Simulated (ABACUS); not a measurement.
The system is SrCl2.

```xyz
3
Lattice="0.0000 3.4884 3.4884 3.4884 0.0000 3.4884 3.4884 3.4884 0.0000" Properties=species:S:1:pos:R:3 pbc="T T T"
Sr    0.0000    0.0000    0.0000
Cl    5.2325    5.2325    5.2325
Cl    1.7442    1.7442    1.7442
```

| Property | Result |
| --- | --- |
| Program | ABACUS 3.10.1 |
| Task | single point |
| Functional | PBE |
| Potentials or basis | PseudoDojo NC SR 0.4.1 PBE standard |
| Cutoff | 925 eV |
| Density cutoff | 3701 eV |
| Basis | plane waves |
| k mesh | 7 × 7 × 7 |
| Occupations | fermi-dirac, width 0.05 eV |
| Spin | no spin polarisation |

On this cell: pressure 1.0 GPa; largest force zero by symmetry; band gap on the k mesh 5.38 eV, indirect (least direct gap 5.68 eV).

The same run follows on a disturbed copy (atoms moved at random, drawn with an rms of 0.05 Å):

```
Sr Cl
1.0
     0.00000    3.48835    3.48835
     3.48835    0.00000    3.48835
     3.48835    3.48835    0.00000
Sr Cl
1 2
Direct
  0.99028 0.99978 0.99929
  0.74941 0.75593 0.74881
  0.26038 0.25031 0.24447
```

Question: What changes?

Answer: The energy moves by +3.4 meV/atom; pressure 1.0 GPa; largest force 0.214 eV/Å; band gap on the k mesh 5.37 eV, indirect (least direct gap 5.68 eV).

Forces in eV/Å, atoms in the order of the input:
```
Sr  -0.005  0.123  0.175
Cl  -0.084 -0.013 -0.047
Cl   0.089 -0.111 -0.127
```

Stress tensor (GPa, compression positive):
```
 1.06 -0.09 -0.11
-0.09  1.04  0.22
-0.11  0.22  1.02
```

Caveats: an odd mesh through Γ misses points on the zone boundary, where band edges often lie.
